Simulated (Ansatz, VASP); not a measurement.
# InGa2As2P in two plane-wave programs, part 2 of 2

One calculation is typed for both programs; each brings its own data sets. How far apart do they land? The cell is taken from a series of runs on this material, whose earlier steps may have relaxed, scaled, displaced or heated it; both programs get it as it stands.

VASP 6.6.1 and Ansatz 0.2.0.

So far: The structure; Ansatz: single point, HSE06.

## 3. VASP: single point, HSE06

Level of this step: HSE06; plane waves and PAW (In_d, P, Ga_d, As) (VASP).

The same cell, functional and mesh now go to VASP, with its own data sets.

Lines of VASP's logs that name or quote its potential files are left out, and so is its time.

The run reads the wave functions of an earlier VASP run, which isn't shown here.

File INCAR:

```
SYSTEM = InGa2As2P
PREC = Accurate
ENCUT = 400
EDIFF = 1E-06
NELM = 100
ISMEAR = 0
SIGMA = 0.01
LREAL = .FALSE.
ALGO = Normal
LHFCALC = .TRUE.
AEXX = 0.25
GGA = PE
HFSCREEN = 0.208
LASPH = .TRUE.
NBANDS = 66
PRECFOCK = Fast
LORBIT = 11
LWAVE = .FALSE.
LCHARG = .FALSE.
KPAR = 4
NCORE = 4
ISIF = 2
```

File POSCAR:

```
InGa2As2P
1.0
    4.0538311989      0.0000000000      0.0000000000
    0.0000000000      4.0469425135      0.0000000000
    0.0000000000      0.0000000000     17.2224778449
In P Ga As
2 2 4 4
Direct
    0.0000000000      0.0000000000      0.0484325628
    0.5000000000      0.5000000000      0.2238114049
    0.5000000000      0.0000000000      0.1359450208
    0.0000000000      0.5000000000      0.3121398868
    0.0000000000      0.0000000000      0.3867918789
    0.5000000000      0.5000000000      0.5489188677
    0.0000000000      0.0000000000      0.7112555819
    0.5000000000      0.5000000000      0.8737366578
    0.5000000000      0.0000000000      0.4678000938
    0.0000000000      0.5000000000      0.6299707883
    0.5000000000      0.0000000000      0.7923020257
    0.0000000000      0.5000000000      0.9539022846
```

File KPOINTS:

```
Automatic mesh
0
Gamma
4 4 2
0 0 0
```

Potentials, in the order of the species: In_d, P, Ga_d and As (PBE family, release 64).

Run with:

```bash
mpirun -np 16 vasp_std
```

Numbers of over 12 decimals in the logs are rounded to 6 here.

The log of the run:

```text
[banner, memory and clock lines left out]
running   16 mpi-ranks, on    1 nodes
 distrk:  each k-point on    4 cores,    4 groups
 distr:  one band on    4 cores,    1 groups

 POSCAR found type information on POSCAR InP GaAs
 POSCAR found :  4 types and      12 ions
 LDA part: xc-table for (Slater+PW92), standard interpolation
 found WAVECAR, reading the header
 POSCAR, INCAR and KPOINTS ok, starting setup
 FFT: planning ... GRIDC
 FFT: planning ... GRID_SOFT
 FFT: planning ... GRID
 reading WAVECAR
 the WAVECAR file was read successfully
 initial charge from wavefunction
 entering main loop
       N       E                     dE             d eps       ncg     rms          rms(c)
DAV:   1    -0.590716770737E+02   -0.59072E+02   -0.39206E+00  3544   0.198E+01    0.593E+00
DAV:   2    -0.591102974175E+02   -0.38620E-01   -0.62581E-01  2892   0.522E+00    0.530E+00
DAV:   3    -0.591056290256E+02    0.46684E-02   -0.65052E-02  3344   0.168E+00    0.429E+00
DAV:   4    -0.591031197066E+02    0.25093E-02   -0.58488E-03  2864   0.508E-01    0.269E+00
DAV:   5    -0.591022370611E+02    0.88265E-03   -0.99118E-04  3238   0.173E-01    0.168E+00
DAV:   6    -0.591019833804E+02    0.25368E-03   -0.25450E-04  2862   0.903E-02    0.103E+00
DAV:   7    -0.591018984244E+02    0.84956E-04   -0.53973E-05  3044   0.437E-02    0.624E-01
DAV:   8    -0.591018683826E+02    0.30042E-04   -0.14348E-05  2834   0.231E-02    0.374E-01
DAV:   9    -0.591018586996E+02    0.96830E-05   -0.54257E-06  2586   0.129E-02    0.224E-01
DAV:  10    -0.591018561412E+02    0.25584E-05   -0.19371E-06  2144   0.833E-03    0.134E-01
DAV:  11    -0.591018556993E+02    0.44189E-06   -0.75415E-07  1622   0.556E-03
   1 F= -.59101856E+02 E0= -.59101856E+02  d E =-.112897E-50
```

OUTCAR, selected parts (step 3):

```text
ion  position               nearest neighbor table
   1  0.000  0.000  0.048-   3 2.53   3 2.53  12 2.60  12 2.60
   2  0.500  0.500  0.224-   3 2.53   3 2.53   4 2.53   4 2.53
   3  0.500  0.000  0.136-   1 2.53   1 2.53   2 2.53   2 2.53
   4  0.000  0.500  0.312-   5 2.40   5 2.40   2 2.53   2 2.53
   5  0.000  0.000  0.387-   4 2.40   4 2.40   9 2.46   9 2.46
   6  0.500  0.500  0.549-   9 2.46   9 2.46  10 2.46  10 2.46
   7  0.000  0.000  0.711-  10 2.46  10 2.46  11 2.46  11 2.46
   8  0.500  0.500  0.874-  12 2.45  12 2.45  11 2.46  11 2.46
   9  0.500  0.000  0.468-   6 2.46   6 2.46   5 2.46   5 2.46
  10  0.000  0.500  0.630-   7 2.46   7 2.46   6 2.46   6 2.46
  11  0.500  0.000  0.792-   7 2.46   7 2.46   8 2.46   8 2.46
  12  0.000  0.500  0.954-   8 2.45   8 2.45   1 2.60   1 2.60

  LATTYP: Found a simple orthorhombic cell.
 ALAT       =     4.0469425135
 B/A-ratio  =     1.0017021950
 C/A-ratio  =     4.2556764242

 Subroutine GETGRP returns: Found  4 space group operations
 (whereof  4 operations were pure point group operations)

The static configuration has the point symmetry C_2v.

 Found     18 irreducible k-points:

   k-points           NKPTS =     18   k-points in BZ     NKDIM =     32   number of bands    NBANDS=     66

   dimension x,y,z NGX =    28 NGY =   28 NGZ =  112
   dimension x,y,z NGXF=    56 NGYF=   56 NGZF=  224

   ENCUT  =  400.0 eV  29.40 Ry    5.42 a.u.   6.61  6.60 28.09*2*pi/ulx,y,z

   NELECT =     108.0000    total number of electrons

 k-points in reciprocal lattice and weights: Automatic mesh
   0.00000000  0.00000000  0.00000000       0.031
   0.25000000  0.00000000  0.00000000       0.062
   0.50000000  0.00000000  0.00000000       0.031
   0.00000000  0.25000000  0.00000000       0.062
   0.25000000  0.25000000  0.00000000       0.125
   0.50000000  0.25000000  0.00000000       0.062
   0.00000000  0.50000000  0.00000000       0.031
   0.25000000  0.50000000  0.00000000       0.062
   0.50000000  0.50000000  0.00000000       0.031
[...]
0.25000000  0.50000000  0.50000000       0.062
   0.50000000  0.50000000  0.50000000       0.031

  exchange ACFDT corr.  =         0.00000000  see jH, gK, PRB 81, 115126

 average (electrostatic) potential at core
       1 -90.4743       2 -90.4950       3 -80.2483       4 -80.3624       5 -58.9570
       6 -58.8930       7 -58.8871       8 -58.9092       9 -46.0615      10 -46.0677
      11 -46.0605      12 -45.9525

 E-fermi :   4.1478

 k-point     1 :       0.0000    0.0000    0.0000
  band No.  band energies     occupation
    ...
     50       2.9932      2.00000
     51       3.0980      2.00000
     52       3.9122      2.00000
     53       3.9312      2.00000
     54       4.0435      2.00000
     55       5.2798      0.00000
     56       6.0058      0.00000
     57       6.1709      0.00000
     58       6.3502      0.00000
     59       6.4419      0.00000
    ...

 k-point     2 :       0.2500    0.0000    0.0000
  band No.  band energies     occupation
    ...
     50       2.8297      2.00000
     51       3.1387      2.00000
     52       3.1476      2.00000
     53       3.1783      2.00000
     54       3.8159      2.00000
     55       6.1875      0.00000
     56       6.3931      0.00000
     57       6.6281      0.00000
     58       6.8284      0.00000
     59       7.1620      0.00000
    ...

 k-point     3 :       0.5000    0.0000    0.0000
  band No.  band energies     occupation
    ...
     50       2.6441      2.00000
     51       2.6723      2.00000
     52       2.6963      2.00000
     53       2.8352      2.00000
     54       3.3971      2.00000
     55       6.1798      0.00000
     56       6.2908      0.00000
     57       6.4747      0.00000
     58       6.5097      0.00000
     59       7.5412      0.00000
    ...

  Total        1.5917128      1.4936482      0.4131794      0.0000000      0.0000000      0.0000000
  in kB        9.0258262      8.4697494      2.3429386      0.0000000      0.0000000      0.0000000
  external PRESSURE =       6.6128380 kB  Pullay stress =       0.0000000 kB

  energy-cutoff  :      400.00
  volume of cell :      282.55
      direct lattice vectors                 reciprocal lattice vectors
     4.053831199  0.000000000  0.000000000     0.246680227  0.000000000  0.000000000
     0.000000000  4.046942514  0.000000000     0.000000000  0.247100125  0.000000000
     0.000000000  0.000000000 17.222477845     0.000000000  0.000000000  0.058063654

 POSITION                                       TOTAL-FORCE (eV/Angst)
 -----------------------------------------------------------------------------------
      0.00000      0.00000      0.83413         0.000000      0.000000     -0.035314
      2.02692      2.02347      3.85459         0.000000      0.000000     -0.004638
      2.02692      0.00000      2.34131         0.000000      0.000000      0.008120
      0.00000      2.02347      5.37582         0.000000      0.000000     -0.016646
      0.00000      0.00000      6.66151         0.000000      0.000000      0.023822
      2.02692      2.02347      9.45374         0.000000      0.000000     -0.001139
      0.00000      0.00000     12.24958         0.000000      0.000000     -0.004548
      2.02692      2.02347     15.04791         0.000000      0.000000     -0.013233
      2.02692      0.00000      8.05668         0.000000      0.000000      0.009177
      0.00000      2.02347     10.84966         0.000000      0.000000      0.005727
      2.02692      0.00000     13.64540         0.000000      0.000000      0.004197
      0.00000      2.02347     16.42856         0.000000      0.000000      0.024475
 -----------------------------------------------------------------------------------
    total drift:                                0.000003     -0.000009      0.001305

  FREE ENERGIE OF THE ION-ELECTRON SYSTEM (eV)
  ---------------------------------------------------
  free  energy   TOTEN  =       -59.1018556993 eV

  energy  without entropy=      -59.1018556993  energy(sigma->0) =      -59.10185570

 total charge
# of ion       s       p       d       tot
------------------------------------------
    1        0.850   0.796   9.913  11.559
    2        0.843   0.804   9.917  11.563
    3        1.018   1.530   0.000   2.548
    4        1.017   1.521   0.000   2.538
    5        0.826   0.786  10.015  11.628
    6        0.836   0.788  10.008  11.632
    7        0.837   0.787  10.007  11.632
    8        0.835   0.784  10.010  11.629
    9        1.217   1.643   0.030   2.890
   10        1.217   1.640   0.031   2.888
   11        1.218   1.639   0.030   2.887
   12        1.218   1.651   0.027   2.896
--------------------------------------------------
tot         11.934  14.369  59.988  86.291

[... 3 further parts left out ...]
```

The run ends at a pressure of 0.66 GPa, with forces up to 0.035 eV/Å.

## 4. Side by side

Known differences besides the potentials themselves: exact exchange at q = 0 is treated differently, which shows on coarse meshes; VASP keeps PBE cores, Ansatz makes them for the functional; fixed occupations in Ansatz, narrow Gaussian smearing in VASP; the data sets hold 148 valence electrons in Ansatz (on its PAW soft_1 files) and 108 in VASP; the cutoff is 420 eV in Ansatz and 400 eV in VASP; VASP takes a coarser grid for exact exchange (PRECFOCK = Fast). Total energies have different zeros and are not compared.

Compared:

| quantity | Ansatz | VASP | difference |
| --- | --- | --- | --- |
| gap on the k mesh (eV) | 1.239 | 1.236 | +0.003 |

A gap on the mesh is an upper bound, since the band edges may lie between its points.

## 5. What came out

```
difference in gap on the k mesh (single point, HSE06) : 0.0031 eV
```

What this shows: The difference in gap on the k mesh is 0.0031 eV (single point, HSE06), within the 0.08 eV picked in this series as the mark of a large difference. The data sets hold unlike numbers of valence electrons (148 in Ansatz and 108 in VASP), so part of the differences comes from the potentials. Such differences can come from data sets, numerical settings and the points named under the comparisons, not from the functional's error against experiment.

[Lines on the potential files, build, host, timing and source positions are cut from VASP's logs without a mark.]

[Logs are printed without paths, hosts, clocks, repeated set-up lines and the standing remarks that a program may print on its own settings, such as how far it seeks lower states.]

[Hosts, paths, dates, database ids (printed as entryN), source tags and the programs' standing remarks are cut or masked in the printed files.]
